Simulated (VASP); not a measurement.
The system is Hf.

```
Hf
1.0
    -1.80500    1.80500    1.80500
     1.80500   -1.80500    1.80500
     1.80500    1.80500   -1.80500
Hf
1
Direct
  0.00000 0.00000 0.00000
```

This isn't the form of Hf at room conditions, which is hcp.

| Quantity | Value |
| --- | --- |
| Program | VASP 6.6.1 |
| Task | relaxation of cell and atoms |
| Functional | PBE |
| Dispersion | ULG |
| Potentials or basis | VASP PAW PBE potentials, release 64 (Hf) |
| Cutoff | 580 eV |
| k mesh | 10 × 10 × 10 |
| Occupations | methfessel-paxton, width 0.1 eV |
| Spin | no spin polarisation |
| Hubbard terms | Hf d U = 8 eV |

At the start: pressure 25.1 GPa; volume 23.52 Å³/atom.

Task: Where does the relaxation end?

Result: Over 21 steps the energy falls by 338.2 meV/atom and the volume is 28.48 Å³/atom (+21.1 %); space group Im-3m (No. 229, to 0.05 Å).

Step by step:
```tsv
step	energy change (eV)	largest force (eV/Å)	pressure (GPa)	volume (Å³)
1	0.0000	0.0000	25.11	23.52
2	0.2468	0.0000	-14.48	38.44
3	-0.3364	0.0000	-1.34	28.91
4	-0.3382	0.0000	-0.23	28.56
5	-0.3382	0.0000	0.07	28.45
6	-0.3382	0.0000	0.09	28.45
7	-0.3382	0.0000	0.08	28.45
8	-0.3382	0.0000	0.08	28.45
9	-0.3382	0.0000	0.08	28.45
10	-0.3382	0.0000	0.08	28.45
11	-0.3382	0.0000	0.08	28.45
12	-0.3382	0.0000	0.08	28.45
13	-0.3382	0.0000	0.08	28.45
14	-0.3382	0.0000	0.08	28.45
15	-0.3382	0.0000	0.08	28.45
16	-0.3382	0.0000	0.08	28.45
17	-0.3382	0.0000	0.07	28.46
18	-0.3382	0.0000	0.07	28.46
19	-0.3382	0.0000	0.06	28.46
20	-0.3382	0.0000	0.04	28.47
21	-0.3382	0.0000	0.00	28.48
```

Final structure:
```
Hf
1.0
    -1.92380    1.92380    1.92380
     1.92380   -1.92380    1.92380
     1.92380    1.92380   -1.92380
Hf
1
Direct
  0.00000 0.00000 0.00000
```

Caveat: atom-pairwise D2, TS and ULG terms overbind metals; the electronic state changed during the relaxation; the volume moved by over 15 % at a fixed basis, so the end points are rough; the volume moved by +21 % from the deposited cell, more than functionals usually miss; U without spin polarisation on a metal has little footing; pairwise dispersion overbinds metals, which lowers pressure and volume; the U is typed as a test and isn't derived for this compound.
